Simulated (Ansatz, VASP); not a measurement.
## Two plane-wave programs on Si (a cell with a defect)

```
CELL_PARAMETERS angstrom
0.00000 5.43000 5.43000
5.43000 0.00000 5.43000
5.43000 5.43000 0.00000
ATOMIC_POSITIONS crystal
Si 0.01694 0.01647 0.96192
Si 0.13115 0.13110 0.10731
Si 0.97464 0.97464 0.47442
Si 0.10185 0.10146 0.60199
Si 0.00462 0.50254 0.00286
Si 0.13509 0.62308 0.12428
Si 0.01673 0.46138 0.51762
Si 0.13122 0.60754 0.63126
Si 0.50271 0.00444 0.00286
Si 0.62357 0.13466 0.12419
Si 0.46177 0.01623 0.51760
Si 0.60753 0.13113 0.63121
Si 0.50910 0.50871 0.00972
Si 0.63331 0.63312 0.13353
Si 0.50271 0.50254 0.50484
Si 0.62366 0.62308 0.63579
Si 0.83638 0.83607 0.33674
```

Alike in both runs: functional PBEsol; k mesh 2 × 2 × 2; occupations fermi-dirac, width 0.05 eV; no spin polarisation.

Ansatz relaxed the structure, and its values are those at the end. VASP's run is a single point on that final structure, the one shown.

|  | VASP | Ansatz |
| --- | --- | --- |
| version | VASP 6.6.1 | Ansatz 0.2.0 |
| potentials or method | VASP PAW PBE potentials, release 64 (Si) | scalar-relativistic, plane waves, PAW |
| plane-wave cutoff (eV) | 520 | 420 |
| valence electrons in the cell | 68 | 68 |

|  | VASP | Ansatz | Ansatz less VASP |
| --- | --- | --- | --- |
| rms of the force components (eV/Å) | 0.014 | 0.014 | -0.0006 |

With one functional, cell and mesh, what is left measures potentials, basis and numerics.

Caveats: the k mesh is coarse (spacing up to 0.50 Å⁻¹), so the values aren't converged; the PAW data sets were made with another functional, which shifts forces and pressure a little (VASP).
